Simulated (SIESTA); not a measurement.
The system is Pd.

```
Pd
1.0
    -1.57228    1.57228    1.57228
     1.57228   -1.57228    1.57228
     1.57228    1.57228   -1.57228
Pd
1
Direct
  0.00000 0.00000 0.00000
```

This isn't the form of Pd at room conditions, which is fcc.

Program: SIESTA 5.4.2. Alike in all runs: task band structure; level PBEsol; no spin polarisation; cell as given; k mesh 12 × 12 × 12; smearing fermi-dirac 0.05 eV; grid cutoff 800 Ry; energy shift 0.003 Ry.

**Question.** Order these runs on this cell by their pressure, lowest first.
A. potentials or basis PseudoDojo 0.4 standard (PBEsol files), DZ (energy shift 0.003 Ry; two zetas on semicore shells)
B. potentials or basis PseudoDojo 0.4 standard (PBEsol files), SZP (energy shift 0.003 Ry)
C. potentials or basis PseudoDojo 0.4 standard (PBEsol files), DZP (energy shift 0.003 Ry; two zetas on semicore shells)
D. potentials or basis PseudoDojo 0.4 standard (PBEsol files), SZ (energy shift 0.003 Ry)

**Answer.** B (-12.7 GPa), A (-10.8 GPa), C (-9.0 GPa), D (-4.8 GPa).

Caveats: the basis of atomic orbitals isn't converged, which shifts pressures, moduli and gaps; the basis has no polarisation orbitals (some runs).
